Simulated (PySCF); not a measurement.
How well do the runs reproduce experiment for phenol?

**Experimental background.**

From NIST CCCBDB Release 22 (SRD 101), experimental dipoles, for the gas: dipole moment 1.224 D.

From NIST CCCBDB Release 22 (SRD 101), experimental polarizabilities, for the gas: mean polarisability 10.909 Å³.

From Abu-samha, Wang, Carroll, Saethre, Boerve, Phys. Chem. Chem. Phys. 2026 (oxygen 1s photoelectron spectroscopy of gaseous alcohols), for the gas: O 1s binding energy of O1 539.203 eV; C 1s binding energy of C2 292.024 eV.

From Chong, Molecules 2021, 26, 1947 (electron spectra of vapor-phase indole and four azaindoles), for the gas: C 1s binding energy of C2 292 eV; C 1s binding energy of C5 290.2 eV; C 1s binding energy of C3/C7 290.2 eV; C 1s binding energy of C4/C6 290.6 eV.

The results are set against them at the end.

Phenol, C6H6O.
SMILES with atom numbers: `[OH:1][c:2]1[cH:3][cH:4][cH:5][cH:6][cH:7]1` (hydrogens: H8 on O1; H9 on C3; H10 on C4; H11 on C5; H12 on C6; H13 on C7)

Structure used (GFN2-xTB), in Å, numbered top down from 1:
```
atom  x, y, z in Å
O1     2.4825   -0.1777    0.0087
C2     1.1236   -0.0944    0.0018
C3     0.3922   -1.2778   -0.0313
C4    -0.9879   -1.2322   -0.0379
C5    -1.6514   -0.0161   -0.0110
C6    -0.9241    1.1601    0.0221
C7     0.4591    1.1258    0.0277
H8     2.8640    0.7082    0.0332
H9     0.9254   -2.2151   -0.0491
H10   -1.5511   -2.1531   -0.0658
H11   -2.7302    0.0137   -0.0139
H12   -1.4340    2.1121    0.0438
H13    1.0275    2.0470    0.0539
```

Runs made with PySCF (gas phase, on this GFN2-xTB geometry; non-relativistic but for the core-level run):

```
                                                                          level                                                                job  basis functions
                                                                  PBE0/pcSseg-1                            shieldings, charges and field gradients              149
                                                              wB97X-D/def2-SVPD  8 singlets by full TDDFT, 3 Tamm–Dancoff triplets, polarisability              191
delta-SCF UKS SCAN, pcX-2 on the ionised atom, pcseg-1 elsewhere, spin-free X2C                                      ΔSCF core ionisation, 5 holes              159
```

## Comparison

**Dipole moment.** Measured: 1.224 D (NIST CCCBDB Release 22 (SRD 101), experimental dipoles).

```tsv
level	computed (D)	computed − measured (D)	% (from the printed values)
PBE0/pcSseg-1	1.365	+0.141	+12
wB97X-D/def2-SVPD	1.317	+0.093	+8
```

Closest is wB97X-D/def2-SVPD (+0.093 D), furthest PBE0/pcSseg-1 (+0.141 D); one molecule doesn't rank methods. The computed dipoles belong to one fixed geometry; measured ones are averaged over vibrations unless marked μe. Magnitudes are compared, not signs.

**Mean polarisability.** Measured: 10.909 Å³ (NIST CCCBDB Release 22 (SRD 101), experimental polarizabilities).

```tsv
level	computed (Å³)	computed − measured (Å³)	% (from the printed values)
wB97X-D/def2-SVPD	10.606	-0.303	-3
```

The computed values are static and purely electronic, with core orbitals frozen in the response (1 au = 0.148185 Å³). The table of measured values doesn't say here whether a value is static or optical, or holds a vibrational part.

**Core binding energies.** PySCF 2.14.0, delta-SCF UKS SCAN, pcX-2 on the ionised atom, pcseg-1 elsewhere, spin-free X2C.

| level and atom | computed (eV) | measured (eV) | computed − measured (eV) |
| --- | --- | --- | --- |
| O 1s, O1 | 539.33 | 539.203 | +0.13 |
| C 1s, C2 | 291.98 | 292.024 and 292 | -0.04 |
| C 1s, C5 | 289.94 | 290.2 | -0.26 |
| C 1s, C3/C7 | 290.04 | 290.2 | -0.16 |
| C 1s, C4/C6 | 290.25 | 290.6 | -0.35 |

Sources, in the order of the opening: Abu-samha, Wang, Carroll, Saethre, Boerve, Phys. Chem. Chem. Phys. 2026 (oxygen 1s photoelectron spectroscopy of gaseous alcohols); Chong, Molecules 2021, 26, 1947 (electron spectra of vapor-phase indole and four azaindoles). Against the first value of each row the mean signed difference is -0.14 eV and the largest in size -0.35 eV. The computed values are vertical, without vibrational structure; measured positions hang on the energy calibration. Topologically equivalent atoms share the value of their first member; where this conformer doesn't relate them by symmetry, their own values could differ. Spin contamination (⟨S²⟩ against 0.75 for a pure doublet) is marked for C 1s of C2 (0.86), which makes this value less certain.

No measured geometry was used, and the causes of the misses weren't examined.
